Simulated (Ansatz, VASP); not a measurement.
**Cs: VASP beside Ansatz**

The input INCAR:

```
SYSTEM = Cs
ALGO = Normal
EDIFF = 1E-7
ENCUT = 520
GGA = PS
ISIF = 2
ISMEAR = -1
LASPH = .True.
LCHARG = .False.
LREAL = .False.
LWAVE = .False.
NBANDS = 10
NELM = 100
PREC = Accurate
SIGMA = 0.05
```

Contents of KPOINTS:

```
k-points
0
Gamma
  6 6 6
  0 0 0
```

The input POSCAR:

```
Cs
1.0
    0.0000000000      3.9483357400      3.9483357400
    3.9483357400      0.0000000000      3.9483357400
    3.9483357400      3.9483357400      0.0000000000
Cs
1
Direct
    0.0000000000      0.0000000000      0.0000000000
```

input.yaml

```yaml
crystal:
  lattice:
    - [0.0, 3.94833574, 3.94833574]
    - [3.94833574, 0.0, 3.94833574]
    - [3.94833574, 3.94833574, 0.0]
  atoms:
    - { symbol: Cs, position: [0.0, 0.0, 0.0] }
hamiltonian:
  xc: pbesol
  pseudopotentials: { kind: paw }
kpoints:
  mp_grid: { grid: [6, 6, 6] }
scf:
  occupations: { method: fermi_dirac, width: 0.05 }
output:
  forces: true
  stress: true
  eigenvalues: true
```

This isn't the form of Cs at room conditions, which is bcc.

Alike in both runs: task single point; functional PBEsol; k mesh 6 × 6 × 6; occupations fermi-dirac, width 0.05 eV; no spin polarisation.

|  | VASP | Ansatz |
| --- | --- | --- |
| version | VASP 6.6.1 | Ansatz 0.2.0 |
| potentials or method | VASP PAW PBE potentials, release 64 (Cs_sv) | Ansatz PAW |
| plane-wave cutoff (eV) | 520 | 420 |
| valence electrons in the cell | 9 | 9 |

```tsv
	VASP	Ansatz	Ansatz less VASP
gap on the k mesh at the Fermi level (eV)	none	none	-
pressure (GPa)	-0.2	-0.2	+0.01
```

A gap of «none» marks a metal or a gap that the smearing closes. The functional is the same, so the differences come from potentials, cutoffs and numerics.

Caveats: the PAW data sets were made with another functional, which shifts forces and pressure a little (VASP); the PAW data sets come from PBE, with cores solved anew for the run's functional, which leaves a small shift of forces and pressure (Ansatz). The runs have no spin-orbit coupling, so splittings on Cs are missing.
